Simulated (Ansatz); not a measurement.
# LiBr (Fm-3m): from the cell to its phonons, part 2 of 3

How does LiBr (Fm-3m) vibrate, and is this structure a minimum?

Ansatz 0.2.0; DFT LDA, scalar-relativistic, plane waves, PAW.

So far. Step 4 (Relaxing to small forces for the phonons): The forces vanish by symmetry and the pressure is -0.001 GPa, within the tolerances set. The cell now holds 18.72 Å³/atom. The relaxed cell has a = 5.310 Å (conventional setting).

## 5. Modes at Γ

The zone centre comes first: it holds the modes that light can see, as far as symmetry allows. The response to a homogeneous field gives the Born charges and the dielectric tensor, and its change with displacement the Raman tensors.

Input file input.yaml:

```yaml
crystal:
  lattice:
    - [0.0, 2.6550790703, 2.6550790703]
    - [2.6550790703, 0.0, 2.6550790703]
    - [2.6550790703, 2.6550790703, 0.0]
  atoms:
    - { symbol: Li, position: [0.0, 0.0, 0.0] }
    - { symbol: Br, position: [0.5, 0.5, 0.5] }
kpoints:
  mp_grid: { grid: [8, 8, 8] }
hamiltonian:
  xc: lda
scf:
  occupations: { method: fixed }
output:
  eigenvalues: true
phonons:
  method: dfpt
  dielectric: true
  rigid_motions: translations
  raman: true
```

Started as:

```sh
ansatz run input.yaml --threads 4 --pin off --max-ram 7168MiB --backend cpu --events-out ev --progress --plain --runs-dir out
```

Numbers of over 12 decimals in the logs are rounded to 6 here.

Log:

```text
[...]
Crystal: 2 atoms, lattice volume = 37.434 Å³
Basis set: ecut = 420 eV, 725 PW (Γ), exchange–correlation on 54×54×54 points (8 copies of the dense FFT grid, shifted against one another)
Bands: 9, of which v1, the nominal top of the filled ones, is band 5 counted from 1 (4 counted from 0)
Symmetry: 48 space group operations
k-points: 59 of 512 (irreducible under 8 space group operations, time reversal used)
[...]
SCF iter   1: F=—  HF=-2898.681534 eV  |F-HF|=—  |Δ(HF+E_count)|=         —  Δρ=5.13e-3  dr2=4.25e-3  ethr=1.77e-3  ⟨swp⟩=5.0  Hψ=3165  notcnv=0  defer=109
[...]
SCF iter   7: F=-2898.676551 eV  HF=-2898.676551 eV  |F-HF|=9.09e-13  |Δ(HF+E_count)|=  5.46e-12  Δρ=2.90e-8  dr2=2.16e-13  ethr=1.00e-12  ⟨swp⟩=8.4  Hψ=3180  notcnv=0
SCF 1 converged in 7 iterations: F = -2898.676551 eV  dr2 = 2.16e-13
[...]
DFPT response loops at Γ: preconditioner auto → none (the input reference at scf.mixing.eps_inf says where Resta's filter doesn't serve); β = 0.50; Broyden in place of MSR1
── the response to a field inside a basis, on 10×10×10 k-points: an SCF that follows is theirs, and a resumed run solves both again ──
Bands: 6, of which v1, the nominal top of the filled ones, is band 5 counted from 1 (4 counted from 0)
k-points: 110 of 1000 (irreducible under 12 space group operations)
[...]
Eigensolver: Dense (110 Hₖ)
SCF iter   1: F=—  HF=-2898.676654 eV  |F-HF|=—  |Δ(HF+E_count)|=         —  Δρ=7.34e-5  dr2=3.60e-7  ethr=1.00e-1
[...]
SCF iter   4: F=-2898.676654 eV  HF=-2898.676654 eV  |F-HF|=4.55e-13  |Δ(HF+E_count)|=  4.69e-10  Δρ=2.27e-7  dr2=9.32e-12  ethr=1.28e-11
SCF 1 converged in 4 iterations: F = -2898.676654 eV  dr2 = 9.32e-12
[...]
SCF converged after 7 iterations
Free energy (F): -2898.676551 eV
[...]
Internal energy: -2898.676551 eV  (E = F + TS)
E sigma→0 (E₀):  -2898.676551 eV
Fermi energy:    2.771752 eV
[...]
--- Band table (eV; the first three rows and the last of 59) ---
[...]
--- Phonons (Γ-DFPT): 2 representative perturbations + reference, on 59 of 512 k-points (Σ response iterations 7) ---
  k mesh reduced under 8 symmetry operations, with k and −k counted as one. Each operation leaves every solved perturbation unchanged. A smaller set is not considered because the run solves the response to a homogeneous field
  ASR residual: 4.960e-5 → 0.000e0 eV/Å²; symmetrization residual: 1.242e-8 eV/Å²
  ASR residual per site (eV/Å²): 3.33e-6 4.96e-5
  Γ frequencies (cm⁻¹): 0.00 0.00 0.00 195.98 195.98 195.98
  ε∞ (high-frequency dielectric tensor):
        3.689493     0.000000    -0.000000
        0.000000     3.689493    -0.000000
       -0.000000    -0.000000     3.689493
  ε⁰ (static dielectric tensor: ions relaxed, cell fixed):
       11.564395    -0.000000    -0.000000
       -0.000000    11.564395    -0.000000
       -0.000000    -0.000000    11.564395
  ε⁰ − ε∞ (ionic part):
        7.874902    -0.000000    -0.000000
       -0.000000     7.874902    -0.000000
       -0.000000    -0.000000     7.874902
  softest optical mode at Γ: 195.98 cm⁻¹; the repairs (sum rule, projections) moved no ω² at Γ by more than (0.41 cm⁻¹)²
  Born effective charges Z* (e; rows j = field, columns β = displacement):
    site 0:
         1.21212   -0.00000   -0.00000
        -0.00000    1.21212   -0.00000
         0.00000    0.00000    1.21212
    site 1:
        -1.21212    0.00000    0.00000
         0.00000   -1.21212    0.00000
        -0.00000   -0.00000   -1.21212
  Z* charge neutrality: 2.690e-4 e pre-enforcement
  solved inside a basis spanned on kpoints, on 10×10×10 k-points: ε∞ is read to err by 8.3e-3, Z* by 7.6e-3 e (field_mesh: kpoints solves on kpoints); Z* is corrected for what the basis lacks
  Raman tensors (in the event stream and the table raman_tensors.tsv): an entry may err by 1.9e-4 Å², one of the second-order susceptibility by 9.6e-21 pm/V (basis, points and sum rule); their sum over the sites missed zero by 9.320e-22 Å² ahead of its enforcement
  optical modes at Γ without the LO–TO term, one row a degenerate level:
      ω (cm⁻¹)  modes    IR ((D/Å)²/amu)  static Raman (Å⁴/amu)  depolarisation
        195.98      3            15.9253                 0.0000               —
  optical modes at Γ + LO–TO along q̂ = [1.0000, 0.0000, 0.0000]:
      ω (cm⁻¹)  modes    IR ((D/Å)²/amu)  static Raman (Å⁴/amu)  depolarisation
        195.98      2            10.6169                 0.0000               —
        346.97      1             5.3084                 0.0000               —
  optical modes at Γ + LO–TO along q̂ = [0.0000, 1.0000, 0.0000]:
      ω (cm⁻¹)  modes    IR ((D/Å)²/amu)  static Raman (Å⁴/amu)  depolarisation
        195.98      2            10.6169                 0.0000               —
        346.97      1             5.3084                 0.0000               —
  optical modes at Γ + LO–TO along q̂ = [0.0000, 0.0000, 1.0000]:
      ω (cm⁻¹)  modes    IR ((D/Å)²/amu)  static Raman (Å⁴/amu)  depolarisation
        195.98      2            10.6169                 0.0000               —
        346.97      1             5.3084                 0.0000               —
```

Run time: 39 s. Hardware: 4 threads of AMD EPYC 7R43, shared host; peak memory 0.61 GiB; 2.2 min of CPU time.

Numbers from this step:

- sum-rule residual before enforcement: 4.96e-5 eV/Å²
- miss of the charge sum rule: 2.69e-4 e
- estimated error of the dielectric tensor: 0.008337
- estimated error of the Born charges: 0.007577 e
- point group: m-3m
- highest optical mode at the zone centre (no LO-TO term): 196.0 cm⁻¹
- lowest optical zone-centre mode: 196.0 cm⁻¹
- mean high-frequency dielectric constant: 3.690
- largest Born charge (third of the trace): 1.212 e
- mean static dielectric constant: 11.56
- top of the zone-centre spectrum with the field: 347.0 cm⁻¹

Without the LO-TO term. Patterns of degenerate modes are one choice out of their space. Modes at Γ, with each element's share of the kinetic energy:

```csv
mode,frequency (cm⁻¹),symmetry,Li %,Br %
1,0.0,acoustic,8,92
2,0.0,acoustic,8,92
3,0.0,acoustic,8,92
4,196.0,T1u,92,8
5,196.0,T1u,92,8
6,196.0,T1u,92,8
```

Displacements in mode 5 (196.0 cm⁻¹), the largest set to 1:
```
Li1  1.00  0.00  0.00
Br2 -0.09  0.00  0.00
```

Optical modes at the zone centre, without and with the macroscopic field of the longitudinal modes; each column is sorted by frequency, so a row need not hold one and the same mode. Modes with and without the field, by row:

```csv
rank among optical modes,no field (cm⁻¹),"q along (1, 0, 0) (cm⁻¹)"
1,196,196
2,196,196
3,196,347
```

Born charge (rows field, columns displacement) (e), principal values of the symmetric part by kind of site:

```csv
atom,atoms with these values,low,middle,high,mean
Li1,1,1.21,1.21,1.21,1.21
Br2,1,-1.21,-1.21,-1.21,-1.21
```

In full for Li1:

```
1.21 0.00 0.00
0.00 1.21 0.00
0.00 0.00 1.21
```

High-frequency dielectric tensor:

```
3.69 0.00 0.00
0.00 3.69 0.00
0.00 0.00 3.69
```

Static dielectric tensor (ions relaxed, fixed cell):

```
11.56  0.00  0.00
 0.00 11.56  0.00
 0.00  0.00 11.56
```

Transverse modes. Lines of the infrared spectrum (strongest = 100):

```csv
position (cm⁻¹),label,relative intensity
196,T1u,100
```

Before it was imposed, the acoustic sum rule was missed by 5.0e-5 eV/Å² and the charge sum rule by 2.7e-4 e. Small misses are needed for a sound result but don't prove that mesh and cutoff are converged. The lowest optical mode is real, 196 cm⁻¹.

## 6. Phonons on a q mesh

Stability and thermal properties need the whole zone. Linear response on a 4×4×4 q mesh gives force constants as far as a supercell of that size would, and the tensors from the zone-centre run are typed in so that the long-range dipole term is interpolated apart.

input.yaml, the sections that differ from step 5:

```yaml
phonons:
  method: dfpt
  qmesh: [4, 4, 4]
  temperatures: { t_max: 1000, t_step: 50 }
  qpath:
    path:
      - [[0.0, 0.0, 0.0], [0.5, 0.0, 0.5], [0.625, 0.25, 0.625]]
      - [[0.375, 0.375, 0.75], [0.0, 0.0, 0.0], [0.5, 0.5, 0.5], [0.5, 0.25, 0.75], [0.5, 0.0, 0.5]]
    npoints: 10
  non_analytic_term:
    high_frequency_dielectric_tensor: [[3.6895, 0.0, 0.0], [0.0, 3.6895, 0.0], [0.0, 0.0, 3.6895]]
    born_effective_charges:
      - { species: Li, tensor: [[1.2121, 0.0, 0.0], [0.0, 1.2121, 0.0], [0.0, 0.0, 1.2121]] }
      - { species: Br, tensor: [[-1.2121, 0.0, 0.0], [0.0, -1.2121, 0.0], [0.0, 0.0, -1.2121]] }
    source: "zone-centre run at this cell"
# crystal, kpoints, hamiltonian, scf, output: as in step 5
```

Log:

```text
[...]
Crystal: 2 atoms, lattice volume = 37.434 Å³
Basis set: ecut = 420 eV, 725 PW (Γ), exchange–correlation on 54×54×54 points (8 copies of the dense FFT grid, shifted against one another)
Bands: 9, of which v1, the nominal top of the filled ones, is band 5 counted from 1 (4 counted from 0)
Symmetry: 48 space group operations
k-points: 29 of 512
[...]
SCF iter   1: F=—  HF=-2898.681524 eV  |F-HF|=—  |Δ(HF+E_count)|=         —  Δρ=5.13e-3  dr2=4.25e-3  ethr=1.77e-3  ⟨swp⟩=5.0  Hψ=1550  notcnv=0  defer=51
[...]
SCF iter   7: F=-2898.676551 eV  HF=-2898.676551 eV  |F-HF|=1.36e-12  |Δ(HF+E_count)|=  9.09e-12  Δρ=2.41e-8  dr2=1.05e-13  ethr=1.00e-12  ⟨swp⟩=8.4  Hψ=1580  notcnv=0
SCF 1 converged in 7 iterations: F = -2898.676551 eV  dr2 = 1.05e-13
[...]
NSCF: frozen V_eff on 29 k-points
[...]
DFPT response loops at q = (0, 0, 0) (fractional): preconditioner auto → none (the input reference at scf.mixing.eps_inf says where Resta's filter doesn't serve); β = 0.50; Broyden in place of MSR1
[...]
SCF converged after 7 iterations
Free energy (F): -2898.676551 eV
[...]
Internal energy: -2898.676551 eV  (E = F + TS)
E sigma→0 (E₀):  -2898.676551 eV
Fermi energy:    2.771752 eV
[...]
--- Band table (eV; the first three rows and the last of 29) ---
[...]
--- Phonons (Γ-DFPT): 2 representative perturbations + reference (Σ response iterations 7) ---
  ASR residual: 3.105e-5 → 0.000e0 eV/Å²; symmetrization residual: 7.520e-8 eV/Å²
  ASR residual per site (eV/Å²): 4.51e-6 3.10e-5
  Γ frequencies (cm⁻¹): 0.00 0.00 0.00 195.98 195.98 195.98
--- Phonons (arbitrary-q DFPT): 8 irreducible q on the 4×4×4 mesh ---
  q = [0.0000, 0.0000, 0.0000] (star 1, of the zone-centre solve; hermiticity 1.67e-7, symmetrization 2.76e-13): -0.00 0.00 0.00 195.98 195.98 195.98
  q = [0.0000, 0.0000, 0.2500] (star 8, 2 solved perturbations on 288 of 512 k-point pairs; hermiticity 1.34e-7, symmetrization 1.69e-13): 56.18 56.18 95.68 204.86 204.86 359.86
[...]
q = [0.0000, 0.2500, 0.2500] (star 6, 4 solved perturbations in 528 linear systems a pass and spin channel, the states on 164 of 512 k-point pairs; hermiticity 6.26e-8, symmetrization 1.10e-13): 60.95 60.95 105.22 203.04 203.04 288.42
[...]
sum rule: each row above includes the acoustic sum rule's correction from the zone centre's row sums; it moved no ω² by more than (0.42 cm⁻¹)²
  mesh force constants: q→R imaginary residual 2.21e-18; ASR residual 3.105e-5 → 0.000e0 eV/Å²; symmetrization residual 1.554e-15 eV/Å²
  interpolated dispersion: 63 rows × 6 modes
  density of states and harmonic sums: on the 20×20×20 q-mesh, interpolated from the force constants of a 4×4×4 supercell (with the dipole–dipole term of supplied tensors)
  largest difference from the sums on the solved wave vectors: F 1.21e-2 eV, S 1.61e-5 and C_V 3.99e-6 eV/K
  zero-point energy: 0.061526 eV/cell   skipped modes (ω ≤ 0): 3   left out of the sums: 6.25e-5 of the cell's modes: C_V's classical limit lies that fraction below 3 k_B per atom; for a crystal, a wire or a layer, F and S can be off by more, and a phonons.interpolated_qmesh denser along its periods is the remedy for the sampling
```

Run time: 53 s. Hardware: 4 threads; peak memory 0.65 GiB; 2.9 min of CPU time.

Numbers from this step:

```
sum-rule residual before enforcement                       : 3.10e-5 eV/Å²
lowest frequency on the path                               : 0 cm⁻¹
highest frequency on the path or at a solved wavevector    : 373.8 cm⁻¹
mean frequency                                             : 165.4 cm⁻¹
Debye temperature (second moment)                          : 344 K
logarithmic mean frequency                                 : 143.8 cm⁻¹
lowest mode on the q mesh (acoustic modes at Γ apart)      : 56.18 cm⁻¹
zero-point energy per atom                                 : 30.76 meV
heat capacity at 300 K                                     : 23.41 J/(mol atoms K)
vibrational entropy at 300 K                               : 34.99 J/(mol atoms K)
edges of the widest gap between branches, on path and mesh : 130.8, 194.5 cm⁻¹
```

Frequencies (cm⁻¹) solved at each irreducible wavevector; negative means imaginary. Frequencies by wavevector, by row:

```csv
q in reciprocal lattice units,star,mode 1,mode 2,mode 3,mode 4,mode 5,mode 6
0 0 0,1,0,0,0,196,196,196
0 0 0.25,8,56.2,56.2,95.7,204.9,204.9,359.9
0 0 -0.5,4,76.6,76.6,130.8,214.5,214.5,373.8
0 0.25 0.25,6,61,61,105.2,203,203,288.4
0 0.25 -0.5,24,80.3,98.3,116.2,208.4,216.2,283.9
0 0.25 -0.25,12,77.8,88.6,118.2,210.4,212.4,317.6
0 -0.5 -0.5,3,78.1,78.1,114.8,205,205,221.4
0.25 -0.5 -0.25,6,100.7,102.5,102.5,216.1,216.1,248.4
```

Interpolated from a 4×4×4 q mesh, with the LO-TO term (at Γ the limit along the path; where Γ stands inside the path, tables give the limit on arrival). The phonon branches at the labelled points (cm⁻¹):

```csv
point,branch 1,branch 2,branch 3,branch 4,branch 5,branch 6
Γ,0,0,0,196,196,347
halfway,61,61,105,203,203,288
X,78,78,115,205,205,221
halfway,80,89,114,207,220,221
U,84,108,110,212,218,254
jump to K,84,108,110,212,218,254
halfway,66,71,105,202,215,336
Γ,0,0,0,196,196,347
halfway,56,56,96,205,205,360
L,77,77,131,214,214,374
halfway,84,97,121,214,216,308
W,101,102,102,216,216,248
halfway,87,92,112,210,220,228
X,78,78,115,205,205,221
```

The phonon branches as a text plot (rows in cm⁻¹):

```
    366 |                                   ********
    350 |**                      ***********        *
    335 |  **                   *                    *
    319 |                    ***
    304 |    **                                       *
    288 |      *            *                          *
    273 |                  *                            *
    257 |       *         *                              *
    241 |        *       *                                ****
    226 |         *********                                 *****
    210 |  *****    *****************       *********************
    195 |**     ****            ************
    179 |
    164 |
    148 |
    132 |                                      ******
    117 |       ****************              *      ****   *****
    101 |      *        *****   *           **        ********
     86 |    **      *********** *         *      *******   *****
     70 |   *   *****          ** **      *  ******
     55 |  * ***                 *  *      **
     39 |   *                     ***    **
     23 | **                         *  **
      8 |**                           ***
         Γ           X  U|K            Γ         L        W     X
```

The phonon density of states has structure finer than the step of the table below, so its rows give means over 20 cm⁻¹, whole bins alone (the curve runs from 2.5 to 372 cm⁻¹). Peaks (cm⁻¹: height): 82.5: 0.0785, 117.5: 0.0713, 212.5: 0.175.

Tetrahedra on a 20×20×20 mesh, mean over bins of 5 cm-1. Interpolated from a 4×4×4 q mesh. Phonon density of states against wavenumber; means over each step:

```csv
wavenumber (cm⁻¹),phonon density of states (1/cm⁻¹/cell)
20,9.2e-4
40,0.00457
60,0.0165
80,0.0568
100,0.0341
120,0.0365
140,6.8e-4
160,0
180,8.8e-6
200,0.0447
220,0.0570
240,0.00473
260,0.00692
280,0.00702
300,0.00729
320,0.00789
340,0.00952
360,0.00466
```

[end of part 2 of 3]

[Logs are printed without paths, hosts, clocks, repeated set-up lines and the standing remarks that a program may print on its own settings, such as how far it seeks lower states.]

[Hosts, paths, dates, database ids (printed as entryN), source tags and the programs' standing remarks are cut or masked in the printed files.]
